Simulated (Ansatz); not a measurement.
One structure type, 4 elements: SiO2, TiO2, SnO2 and others

All values are calculated (Ansatz; DFT, r2SCAN, plane waves and PAW, scalar-relativistic, 500 eV cutoff), not measured. The cells come from the COD, with the atoms relaxed (PBE, cell held). Calculated pressures reach 3 GPa in size in them. Spin–orbit coupling is left out, which moves gradients at and beside heavy atoms (Pb) by some per cent and at some sites by far more. All compounds take space group P4_2/mnm with the same Wyckoff sites and nearly the same cell shape, and differ in the element M (Si, Ti, Sn, Pb). Sites are named by their Wyckoff letter. V_zz in 10²¹ V/m².

```tsv
M	compound	source	cell edges (Å)	first shell of O on f	O on f: V_zz (η)	M on a: V_zz (η)
Si	SiO2	COD, relaxed	4.167, 2.664	3 Si at 1.76–1.80 Å	-11.19 (0.17)	1.56 (0.62)
Ti	TiO2	COD, relaxed	4.592, 2.957	3 Ti at 1.95–1.98 Å	-2.66 (0.88)	-2.05 (0.10)
Sn	SnO2	COD, relaxed	4.738, 3.186	3 Sn at 2.05–2.06 Å	?	?
Pb	PbO2	COD, relaxed	4.958, 3.388	3 Pb at 2.15–2.17 Å	-12.56 (0.19)	13.27 (0.49)
```

(1) Estimate the values withheld for SnO2.

## Answers

(1) O on f: -10.31 (0.12); Sn on a: 5.65 (0.52). As the cell grows from SiO2 to PbO2, |V_zz| rises steadily at M on a; the element changes along with the cell, so size needn't be the cause.

In PbO2 small gradients can still move by 0.1 or more with the k-mesh.
